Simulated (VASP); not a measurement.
Ta, 1 atom in the cell. Symmetry: Im-3m, No. 229, cubic system. Conventional cell: a = 3.354 Å, b = 3.354 Å, c = 3.354 Å, α = 90.00°, β = 90.00°, γ = 90.00°. Ta (site symmetry m-3m) has 8 Ta at 2.90 Å as nearest neighbours.  The cell isn't the ideal one: a relaxed cell with its volume scaled by 1.04.

- Program: VASP 6.6.1
- Task: relaxation of the atoms
- Functional: r2SCAN
- Potentials or basis: VASP PAW PBE potentials, release 64 (Ta_pv)
- Cutoff: 600 eV
- k mesh: 16 × 16 × 16
- Occupations: methfessel-paxton, width 0.1 eV
- Spin: no spin polarisation
- Further INCAR settings: ALGO = Normal; EDIFF = 1e-07; IBRION = 2; EDIFFG = -0.01; NSW = 40

Potentials or basis: VASP PAW PBE potentials, release 64 (Ta_pv).

Run with:

```bash
$ cat potpaw_PBE.64/Ta_pv/POTCAR > POTCAR
$ mpirun -np 1 vasp_std > vasp.out
```

Hardware: 1 thread of Intel(R) Xeon(R) 6975P-C (Granite Rapids), on a shared host.

Q: Estimate the wall time of this run.

A: Wall time 43 s on 1 thread of Intel(R) Xeon(R) 6975P-C (Granite Rapids) (shared host), peak memory 0.17 GiB. Counts: scf iterations 22, k points 145, ion steps 1.
